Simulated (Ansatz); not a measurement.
## GaAs (F-43m), phonons: input and output

Method: PBEsol, PAW on Ansatz 0.2.0's default frozen-core files (fitted under PBE), scalar-relativistic.

Cell and atoms were relaxed beforehand by PAW with this functional.

Launched as:

```sh
ansatz run input.yaml --threads 1 --pin off --max-ram 3072MiB --backend cpu --events-out ev --progress --plain --runs-dir out
```

input.yaml:

```yaml
crystal:
  lattice:
    - [0.0, 2.82920034795, 2.82920034795]
    - [2.82920034795, 0.0, 2.82920034795]
    - [2.82920034795, 2.82920034795, 0.0]
  atoms:
    - { symbol: Ga, position: [0.0, 0.0, 0.0] }
    - { symbol: As, position: [0.75, 0.75, 0.75] }
kpoints:
  mp_grid: { grid: [8, 8, 8] }
scf:
  occupations: { method: fixed }
hamiltonian:
  xc: pbesol
  pseudopotentials: { kind: paw }
phonons:
  qmesh: [2, 2, 2]
  qpath:
    path:
      - [0.0, 0.0, 0.0]
      - [-0.5, -0.5, 0.0]
      - [-0.375, -0.375, 0.25]
      - [-0.375, 0.0, 0.375]
      - [0.0, 0.0, 0.0]
      - [0.0, 0.0, 0.5]
      - [-0.5, -0.25, 0.25]
      - [-0.5, -0.5, 0.0]
    npoints: 6
  temperatures: { t_min: 0, t_max: 1000, t_step: 100 }
  amplitude: 0.15
```

The program printed:

```
Warning: phonons: the dynamical matrix that this run interpolates holds no multipole term above the dipole-dipole one, and a site of this crystal is no centre of inversion, so its interpolated transverse optical and acoustic branches and sound speeds can stay off near Gamma, and the density of states and the thermodynamics with them. What a run solves at a wave vector of phonons.qpoints, Gamma apart, where the deck ...
Warning: RAYON_NUM_THREADS=1 ignored (pool sized by the plan → 1); use --threads N
Engine: ansatz 0.2.0, x86_64-unknown-linux-gnu
Pseudopotentials: kind: paw
Pseudopotential: Ga, paw, valence charge 13, recommended cutoff 420 eV (normal), Ga.paw.azcp
Pseudopotential: As, paw, valence charge 15, recommended cutoff 420 eV (normal), As.paw.azcp
Functional definition: PBEsol
  exchange = pbesol_x
  correlation = pbesol_c
Crystal: 4 atoms, lattice volume = 90.584 Å³
Basis set: ecut = 420 eV, 1787 PW (Γ), FFT grids on a1, a2, −a1+a2+a3, exchange–correlation on 54×54×80 points (8 copies of the dense FFT grid, shifted against one another)
Bands: 34, of which v1, the nominal top of the filled ones, is band 28 counted from 1 (27 counted from 0)
Symmetry: 16 space group operations
k-points: 39 of 256 (time reversal used)
Non-local potential: Ga, projectors of the file, l = 0: 2, l = 1: 2, l = 2: 3, l = 3: 1
Non-local potential: As, projectors of the file, l = 0: 2, l = 1: 2, l = 2: 3, l = 3: 1
PAW form: soft (Blöchl's): semilocal exchange-correlation on the pseudo side does not see the compensation charge
PAW frozen core: Ga, regenerated for the run's functional, and the local potential with it (the file was generated under x = pbe(κ = 0.804, μ = 0.2195149727645171), c = pbe(β = 0.06672455060314922))
PAW frozen core: As, regenerated for the run's functional, and the local potential with it (the file was generated under x = pbe(κ = 0.804, μ = 0.2195149727645171), c = pbe(β = 0.06672455060314922))
PAW one-centre angular grid: Ga, 590 points (default); XC on 64 Gauss nodes
PAW one-centre angular grid: As, 590 points (default); XC on 64 Gauss nodes
Initial density: handed on by an earlier stage of this run
Initial wavefunctions: those handed on with the density
Functional: x = pbesol(κ = 0.804, μ = 0.12345679012345678), c = pbesol(β = 0.046)
SCF iter   1: F=—  HF=-17113.709708 eV  |F-HF|=—  |Δ(HF+E_count)|=         —  Δρ=8.38e-7  dr2=2.92e-10  ethr=1.79e-11  ⟨swp⟩=3.0  Hψ=3827  notcnv=0
preconditioner: auto → Resta (q_TF=auto, 2.518 Å⁻¹)  ε∞=3.6  [insulator: Δε(μ)=0.423 eV  Ē_g=14.601 eV  n_scr=28 (ndim 8)  ℏωp=23.4 eV  f_vac=0.072  ε∞_Penn≈3.6]
SCF iter   2: F=-17113.709708 eV  HF=-17113.709708 eV  |F-HF|=2.33e-10  |Δ(HF+E_count)|=  2.62e-10  Δρ=4.80e-7  dr2=1.19e-10  ethr=1.00e-12  ⟨swp⟩=3.9  Hψ=3973  notcnv=0
SCF 1 converged in 2 iterations: F = -17113.709708 eV  dr2 = 1.19e-10
  greatest PAW one-centre occupation: 0.999 electrons in one spin orbital (limit 2), on the As atom at site 3 (counted from 0), in its partial waves of l = 2
[... 119 lines left out ...]
SCF converged after 2 iterations
Free energy (F): -17113.709708 eV
Harris-Foulkes:  -17113.709708 eV  (|F-HF|=2.33e-10)
Internal energy: -17113.709708 eV  (E = F + TS)
E sigma→0 (E₀):  -17113.709708 eV
Fermi energy:    8.017575 eV
--- Per-component energies (eV) ---
  E_band       = -634.021427
  E_kinetic    = 438.729039
  E_local      = -7845.055970  (includes V_loc(G=0)·N_el)
  E_nonlocal   = -484.551961
  E_hartree    = 3946.451257
  E_xc         = -294.436263
  E_vxc        = -274.802389  (∫ρ·V_xc dr)
  E_paw        = -7485.532693  (= ΣΔE_a)
  E_vpaw       = -361.242756  (= ΣTr[D̂ρ^β])
  E_aug_tail   = -0.000274  (compensation charges beyond the density's cutoff)
  E_ewald      = -5392.971656
  E_core_change = 3.658813  (= ΣΔE_core)
  E_smearing   = -0.000000  (= −TS)
  E_closure    = 0.000000  (closes the sum)
  Σ components = -17113.709708   (vs F -17113.709708, Δ=0.00e0)
--- Forces (eV/Å), atoms counted from 1 ---
  atom   1  Ga     0.00000000     0.00000000     0.00000000
  atom   2  As     0.00000000     0.00000000    -0.00000000
  atom   3  Ga     0.00000000     0.00000000     0.00000000
  atom   4  As     0.00000000     0.00000000    -0.00000000
  max |Σ_I F_I| component: 9.63e-17 eV/Å
--- Phonons: 7 displaced members + 2 references (amplitude of the first 0.01875 Å, Σ member SCF iterations 57) ---
  ASR residual: 9.545e-4 → 0.000e0 eV/Å²; symmetrization residual: 4.875e-4 eV/Å²
  largest component of a force at the reference: 5.2e-17 eV/Å
  ASR residual per site (eV/Å²): 9.54e-4 9.43e-4
  Γ frequencies (cm⁻¹): 0.00 0.00 0.00 262.85 262.85 262.85
  Unit cell's response to a homogeneous field: 3 representative field directions (Σ response iterations 15)
  ε∞ (high-frequency dielectric tensor):
       14.255666     0.000000     0.000000
        0.000000    14.255666     0.000000
        0.000000     0.000000    14.255666
  ε⁰ (static dielectric tensor): not given — the deck does not say what the cell's rigid motions are, and on a molecule in a box or a wire the rigid rotations would enter the sum over the modes at Γ. For a crystal or a slab, ...
  Born effective charges Z* (e; rows j = field, columns β = displacement):
    site 0:
         2.11555   -0.00000   -0.00000
        -0.00000    2.11555    0.00000
         0.00000    0.00000    2.11555
    site 1:
        -2.11555    0.00000    0.00000
         0.00000   -2.11555   -0.00000
        -0.00000   -0.00000   -2.11555
  Z* charge neutrality: 4.155e-5 e pre-enforcement
  solved inside a basis spanned on the 8×8×8 k-mesh, on 10×10×10 k-points transformed towards the longest dipole: ε∞ is read to err by 4.1e-2, Z* by 1.6e-2 e; Z* is corrected for what the basis lacks
  optical modes at Γ without the LO–TO term, one row a degenerate level:
      ω (cm⁻¹)  modes    IR ((D/Å)²/amu)
        262.85      3             8.5773
  optical modes at Γ + LO–TO along q̂ = [1.0000, 0.0000, 0.0000]:
      ω (cm⁻¹)  modes    IR ((D/Å)²/amu)
        262.85      2             5.7182
        280.24      1             2.8591
  optical modes at Γ + LO–TO along q̂ = [0.0000, 1.0000, 0.0000]:
      ω (cm⁻¹)  modes    IR ((D/Å)²/amu)
        262.85      2             5.7182
        280.24      1             2.8591
  optical modes at Γ + LO–TO along q̂ = [0.0000, 0.0000, 1.0000]:
      ω (cm⁻¹)  modes    IR ((D/Å)²/amu)
        262.85      2             5.7182
        280.24      1             2.8591
--- Phonons (by wavevector): 3 wavevectors in 2 supercells ---
  supercell 1 (2 cells, vectors [1, 0, 0], [0, 1, -1], [0, 0, 2] in multiples of the cell's): 3 displaced members by 0.01875 Å; free energy -17113.709708 eV; taken off its force constants: by the sum rule 9.5e-4, by the ...
  symmetry images taken by strict's conditions (phonons.symmetry_images: auto; settled by no image being taken that strict refuses)
  supercell 2 (2 cells, vectors [1, 0, 0], [0, 1, 0], [0, 0, 2] in multiples of the cell's): 4 displaced members by 0.01875 Å; free energy -17113.709708 eV; taken off its force constants: by the sum rule 1.4e-4, by the ...
  symmetry images taken by strict's conditions (phonons.symmetry_images: auto; settled by no image being taken that strict refuses)
  q = [0.0000, 0.0000, 0.0000] (star 1, supercell 1; hermiticity 0.00e0, symmetrization 9.68e-5): -0.00 -0.00 -0.00 262.85 262.85 262.85
  q = [0.0000, 0.0000, -0.5000] (star 4, supercell 2; hermiticity 1.74e-16, symmetrization 3.80e-16): 57.88 57.88 201.79 231.00 255.35 255.35
  q = [0.0000, -0.5000, -0.5000] (star 3, supercell 1; hermiticity 9.80e-17, symmetrization 3.10e-16): 73.09 73.09 215.47 231.65 247.16 247.16
  joined force constants: q→R imaginary residual 4.59e-17
  density of states and harmonic sums: on the 20×20×20 q-mesh, interpolated from the force constants of a 2×2×2 supercell (with the dipole–dipole term)
  largest difference from the sums on the solved wave vectors: F 6.64e-2 eV, S 9.87e-5 and C_V 3.23e-5 eV/K
```

The calculation finished and met its thresholds.

**Phonons on the q mesh**

Harmonic phonons of a crystal by Kohn-Sham DFT at the given cell, standard atomic masses, acoustic sum rule imposed; negative wavenumbers are unstable modes; one row a degenerate set, branches counted upwards.

- Unstable phonons: no

```csv
point,q a (r.l.u.),q b (r.l.u.),q c (r.l.u.),branch,phonon wavenumber (cm⁻¹),degeneracy
Gamma,0,0,0,4,262.8,3
L,0.5,0,0,1,57.9,2
L,0.5,0,0,3,201.8,1
L,0.5,0,0,4,231,1
L,0.5,0,0,5,255.4,2
X,0.5,0.5,0,1,73.1,2
X,0.5,0.5,0,3,215.5,1
X,0.5,0.5,0,4,231.6,1
X,0.5,0.5,0,5,247.2,2
```

**Zone-centre phonons**

Optical zone-centre levels upwards with Mulliken labels, activity, and the element with most of the kinetic energy.

- Point group: -43m

```csv
number,phonon wavenumber (cm⁻¹),label,infrared,raman,lead element
1,262.8,T2,yes,yes,Ga
```

**Field response**

Linear response of an insulating crystal by Kohn-Sham DFT to a field and to zone-centre displacements, local fields included; Born charges neutralised; LO modes for wave vectors along x and z; Cartesian axes as in the input.

* Dielectric electronic (x, y, z): 14.26, 14.26, 14.26
* Highest phonon with field along x: 280.2 cm⁻¹
* Highest phonon with field along z: 280.2 cm⁻¹
* Highest phonon without field: 262.9 cm⁻¹

| atom | born charge xx (e) | born charge yy (e) | born charge zz (e) |
| --- | --- | --- | --- |
| Ga1 | 2.116 | 2.116 | 2.116 |
| As2 | -2.116 | -2.116 | -2.116 |

Keep in mind: frozen-core PAW files fitted under PBE, their cores solved anew for the functional of the run; settings unsound, results are not properties of the crystal; no LO-TO term at the zone centre.

Time and hardware: 6.7 min on 1 thread of Intel(R) Xeon(R) Platinum 8488C (Sapphire Rapids), with other jobs on the host, peak memory 0.74 GiB.
